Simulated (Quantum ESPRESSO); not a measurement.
HgTe (Coloradoite) in Quantum ESPRESSO: the effect of target pressure

Crystal: HgTe (Coloradoite).

```
CELL_PARAMETERS angstrom
0.00000 3.21450 3.21450
3.21450 0.00000 3.21450
3.21450 3.21450 0.00000
ATOMIC_POSITIONS crystal
Hg 0.00000 0.00000 0.00000
Te 0.75000 0.75000 0.75000
```

Alike in all runs:

| Quantity | Value |
| --- | --- |
| Program | Quantum ESPRESSO 7.5 |
| Task | relaxation of cell and atoms |
| Functional | PBEsol |
| Potentials or basis | GBRV 1.5 PBEsol |
| Cutoff | 707 eV |
| Density cutoff | 5633 eV |
| k mesh | 7 × 7 × 7 |
| Occupations | fermi-dirac, width 0.05 eV |
| Spin | no spin polarisation |

Each run relaxes the cell or the atoms first.

```tsv
target pressure	relaxed volume (Å³/atom)
0 GPa	34.76
2 GPa	33.31
5 GPa	31.68
10 GPa	29.72
20 GPa	27.15
30 GPa	?
```

Question: What does the run with target pressure 30 GPa give?

Answer: Relaxed volume 25.43 Å³/atom.

Worked out: In Murnaghan's law V^(-B') rises as a straight line in P. The other rows fit best with B' = 4.6, V0 = 34.74 Å³/atom and B0 = 44 GPa, which gives 25.48 Å³/atom at 30 GPa, against the run's 25.43.

Caveats: the volume moved by over 15 % at a fixed basis, so the end points are rough (some runs).
